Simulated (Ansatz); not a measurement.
# KMgF3: a trigonal deformation path

The task here is to estimate one member of a computed series from the others.

Method: DFT PBE, scalar-relativistic, plane waves, PAW, in Ansatz 0.2.0.

### The system as given

The structure is cubic, space group Pm-3m (No. 221). The conventional cell has a = 3.986 Å, b = 3.986 Å, c = 3.986 Å, α = 90.00°, β = 90.00°, γ = 90.00°. K (site symmetry m-3m) is surrounded by 12 F at 2.82 Å. Mg (site symmetry m-3m) has 6 F at 1.99 Å in its first shell of neighbours. Around F (site symmetry 4/mmm) lie 2 Mg at 1.99 Å and 4 K at 2.82 Å.

As a file:

```
CELL_PARAMETERS angstrom
3.98590 0.00000 0.00000
0.00000 3.98590 0.00000
0.00000 0.00000 3.98590
ATOMIC_POSITIONS crystal
K 0.50000 0.50000 0.50000
Mg 0.00000 0.00000 0.00000
F 0.50000 0.00000 0.00000
F 0.00000 0.50000 0.00000
F 0.00000 0.00000 0.50000
```

The cell is taken as given, not relaxed at this level.

### The reference cell

The reference gives a free energy of -5894.6997 eV, pressure 3.78 GPa, largest force 0.000 eV/Å and gap on the mesh 7.33 eV. It was computed beforehand with the settings of the runs below.

The first run:

At fixed volume and fractional coordinates, lengths along (0.577, 0.577, 0.577) are scaled against those across it; ρ is that ratio over its starting value.

input.yaml reads:

```yaml
crystal:
  lattice:
    - [4.1849327606, -0.8369865521, -0.8369865521]
    - [-0.8369865521, 4.1849327606, -0.8369865521]
    - [-0.8369865521, -0.8369865521, 4.1849327606]
  atoms:
    - { symbol: K, position: [0.5, 0.5, 0.5] }
    - { symbol: Mg, position: [0.0, 0.0, 0.0] }
    - { symbol: F, position: [0.5, 0.0, 0.0] }
    - { symbol: F, position: [0.0, 0.5, 0.0] }
    - { symbol: F, position: [0.0, 0.0, 0.5] }
basis:
  ecutwfc: 420
kpoints:
  mp_grid: { grid: [6, 6, 6] }
hamiltonian:
  xc: pbe
scf:
  occupations: { method: gaussian, width: 0.05 }
output:
  forces: true
  stress: true
  eigenvalues: true
```

The run is started by

```console
ansatz run input.yaml --threads 1 --pin off --max-ram 2560MiB --backend cpu --events-out ev --progress --plain --runs-dir out
```

Among the steps run: At ρ = 0.500; Point ρ = 2.000; At ρ = 0.710; ρ = 1.410; ρ = 0.600; Point ρ = 0.850; At ρ = 1.200; ρ = 1.700; Point ρ = 0.930; At ρ = 1.080.

One of the session's tables, all rows but one given; the rest of the session is left out.

It belongs to the step «The scan collected». Collected from the runs (energy zero: the undisturbed cell):

```
    ρ  ΔE (meV/atom)  pressure (GPa)  gap on the mesh (eV)
0.500         1151.8             9.9                  4.36
0.600          625.3             7.4                  5.43
0.710          287.0             5.8                  6.35
0.850           65.8             4.3                  7.06
0.930           13.2             3.9                  7.26
1.000            0.0             3.8                  7.33
1.080           15.0             3.9                  7.24
1.200              ?               ?                     ?
1.410          311.8             7.6                  5.53
1.700          791.2            14.7                  3.17
2.000         1452.5            25.9                  0.60
```

Estimate the missing values for ρ = 1.200.

Worked estimate for «ΔE (meV/atom)». A straight line through the neighbours (1.080, 15.0) and (1.410, 311.8) gives 15.0 + (311.8 − 15.0) × (1.200 − 1.080) / (1.410 − 1.080) = 122.9; a parabola fitted to 4 rows on both sides gives 94.0.

As computed: ΔE (meV/atom): 85.1; pressure (GPa): 4.7; gap on the mesh (eV): 6.83. In «ΔE (meV/atom)» the line misses by +37.8 and the parabola by +8.9.
